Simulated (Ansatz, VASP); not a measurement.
C: VASP beside Ansatz

```
C
1.0
     0.00000    1.76232    1.76232
     1.76232    0.00000    1.76232
     1.76232    1.76232    0.00000
C
2
Direct
  0.00000 0.00000 0.00000
  0.25000 0.25000 0.25000
```

Change from the starting cell: hydrostatic strain -1.0%.

Alike in both runs: task single point; functional PBE; k mesh 12 × 12 × 12; occupations fermi-dirac, width 0.02 eV; no spin polarisation.

|  | VASP | Ansatz |
| --- | --- | --- |
| version | VASP 6.6.1 | Ansatz 0.2.0 |
| potentials or method | VASP PAW PBE potentials, release 64 (C) | plane waves, PAW |
| plane-wave cutoff (eV) | 520 | 420 |
| valence electrons in the cell | 8 | 8 |

VASP gave:

- gap on the k mesh at the Fermi level (eV): 4.23
- pressure (GPa): 19.3

What did Ansatz give for the same quantities?

gap on the k mesh at the Fermi level (eV): 4.24; pressure (GPa): 18.5.

With one functional, cell and mesh, what is left measures potentials, basis and numerics.

Caveats: so large a pressure means that the cell lies far from this level's equilibrium, or that cutoff or potentials fall short (VASP).
